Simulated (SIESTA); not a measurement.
Zn:

```
CELL_PARAMETERS angstrom
2.67000 0.00000 0.00000
-1.33500 2.31229 0.00000
0.00000 0.00000 4.96600
ATOMIC_POSITIONS crystal
Zn 0.66667 0.33333 0.75000
Zn 0.33333 0.66667 0.25000
```

Base run:

| Item | Value |
| --- | --- |
| Program | SIESTA 5.4.2 |
| Functional | PBEsol |
| Potentials or basis | PseudoDojo 0.4 standard (PBEsol files) |
| Basis | DZP (energy shift 0.003 Ry; two zetas on semicore shells) |
| Grid cutoff | 800 Ry |
| Energy shift | 0.003 Ry |
| k mesh | 11 × 11 × 6 |
| Occupations | fermi-dirac, width 0.05 eV |
| Spin | no spin polarisation |

Its results: band gap on the k mesh none (metal or under the smearing width); pressure -9.0 GPa.

Q: The run is repeated on the same cell with these changes: functional from PBEsol to LDA; potentials or basis from PseudoDojo 0.4 standard (PBEsol files) to PseudoDojo 0.4 standard (LDA files). What comes out?

A: Band gap on the k mesh none (metal or under the smearing width); pressure -12.3 GPa.

Caveats: short orbitals over semicore shells can move pressures by several GPa; the valence orbitals were made in a potential fitted to the semicore shell under them, which widens gaps by tenths of an eV or more; the basis of atomic orbitals isn't converged, which shifts pressures, moduli and gaps.
